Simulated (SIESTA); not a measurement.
Crystal: InP.

```
In P
1.0
     0.00000    2.93050    2.93050
     2.93050    0.00000    2.93050
     2.93050    2.93050    0.00000
In P
1 1
Direct
  0.00000 0.00000 0.00000
  0.75000 0.75000 0.75000
```

Base run:

```yaml
Program: SIESTA 5.4.2
Functional: PBE
Potentials_or_basis: PseudoDojo 0.4 standard (PBE files)
Basis: SZ (energy shift 0.003 Ry; radii capped at 9.5 bohr)
Grid_cutoff: 500 Ry
Energy_shift: 0.003 Ry
k_mesh: 8 × 8 × 8
Occupations: fermi-dirac, width 0.05 eV
Spin: no spin polarisation
```

Its results: band gap on the k mesh 0.98 eV, direct; pressure 7.9 GPa.

Task: The run is repeated on the same cell with these changes: basis from SZ (energy shift 0.003 Ry; radii capped at 9.5 bohr) to TZDP (energy shift 0.003 Ry; two zetas on semicore shells). What comes out?

Result: Band gap on the k mesh 0.86 eV, direct; pressure 3.7 GPa.

Caveats: spin-orbit coupling is left out, which moves the levels of the heavy elements; the basis of atomic orbitals isn't converged, which shifts pressures, moduli and gaps; the basis has no polarisation orbitals (some runs).
